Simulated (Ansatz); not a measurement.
Runs of Ansatz 0.2.0 on Pd. Symmetry: P6_3/mmc, No. 194, hexagonal system. The conventional cell has a = 2.784 Å, b = 2.784 Å, c = 4.629 Å, α = 90.00°, β = 90.00°, γ = 120.00°. Pd (site symmetry -6m2) has 12 Pd at 2.78 to 2.82 Å as nearest neighbours. This isn't the form of Pd at room conditions, which is fcc.

| task | level | cell | cutoff (eV) | points for each segment of the path | gap on the mesh (eV) | pressure (GPa) | relaxed volume (Å³/atom) |
| --- | --- | --- | --- | --- | --- | --- | --- |
| single point | r2SCAN0 | as given | 500 | - | none | -9.8 | - |
| single point | r2SCAN50 | as given | 500 | - | none | -10.9 | - |
| single point | r2SCANh | as given | 500 | - | none | -8.3 | - |
| single point | HF | as given | 420 | - | none | 10.8 | - |
| relaxation of cell and atoms | HSEsol | relaxed | 420 | - | none | 0.0 | 14.35 |
| relaxation of cell and atoms | HF | relaxed | 420 | - | none | 0.0 | (b) |
| band structure | HSEsol | as given | 420 | 4 | none | (a) | - |

Alike in all rows: potentials or basis Ansatz PAW; no spin polarisation; k mesh 6 × 6 × 3; smearing fermi-dirac 0.05 eV; the mesh is coarse, so values aren't converged.

Problem. Estimate the missing entries.

Solution. (a) -13.3; (b) 18.42.

Caveats: all runs use coarse meshes; the PAW data sets come from PBE, with cores solved anew for the run's functional, which leaves a small shift of forces and pressure; the thresholds are loose for stress (some runs); the plane-wave basis is chosen anew once the cell has moved, so the energies of steps on either side of that aren't comparable (some runs); the volume moved by over 15 % at a fixed basis, so the end points are rough (some runs).

A k mesh can miss the band edges, and the runs leave out spin-orbit coupling on Pd.

A gap of «none» marks a metal or a gap under the smearing width.
